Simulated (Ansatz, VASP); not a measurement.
## Al: VASP beside Ansatz

INCAR

```
SYSTEM = Al
ALGO = Normal
EDIFF = 1E-6
ENCUT = 520
GGA = PE
ISIF = 2
ISMEAR = -1
LASPH = .True.
LCHARG = .False.
LREAL = .False.
LWAVE = .False.
NBANDS = 10
NELM = 60
PREC = Accurate
SIGMA = 0.1
```

File KPOINTS:

```
k-points
0
Gamma
  14 14 8
  0 0 0
```

POSCAR

```
Al
1.0
    2.9883867019      0.0000000000      0.0000000000
   -1.4941933509      2.5880188001      0.0000000000
    0.0000000000      0.0000000000      4.8146150088
Al
2
Direct
    0.3333333333      0.6666666667      0.2500000000
    0.6666666667      0.3333333333      0.7500000000
```

Input for Ansatz:

```yaml
crystal:
  lattice:
    - [2.9883867019, 0.0, 0.0]
    - [-1.4941933509, 2.5880188001, 0.0]
    - [0.0, 0.0, 4.8146150088]
  atoms:
    - { symbol: Al, position: [0.3333333333, 0.6666666667, 0.25] }
    - { symbol: Al, position: [0.6666666667, 0.3333333333, 0.75] }
hamiltonian:
  xc: pbe
  pseudopotentials:
    kind: paw
    azcp:
      Al: "pseudopotentials/Al.paw.azcp"
basis:
  ecutwfc: 420
  fft_grid_basis: typed
kpoints:
  mp_grid: { grid: [14, 14, 8], shift: [0, 0, 0] }
magnetization:
  spin_polarized: false
scf:
  occupations: { method: fermi_dirac, width: 0.1 }
  lower_state_search: "off"
output:
  stress: true
```

Alike in both runs: task single point; functional PBE; k mesh 14 × 14 × 8; occupations fermi-dirac, width 0.1 eV; no spin polarisation.

|  | VASP | Ansatz |
| --- | --- | --- |
| version | VASP 6.6.1 | Ansatz 0.2.0 |
| potentials or method | VASP PAW PBE potentials, release 64 (Al) | plane waves (420 eV) with PAW, scalar-relativistic |
| plane-wave cutoff (eV) | 520 | 420 |
| valence electrons in the cell | 6 | 6 |

|  | VASP | Ansatz | Ansatz less VASP |
| --- | --- | --- | --- |
| pressure (GPa) | -6.5 | -6.5 | +0.02 |
| largest component of the traceless stress (GPa) | 0.77 | 0.77 | -0.001 |

The functional is the same, so the differences come from potentials, cutoffs and numerics.
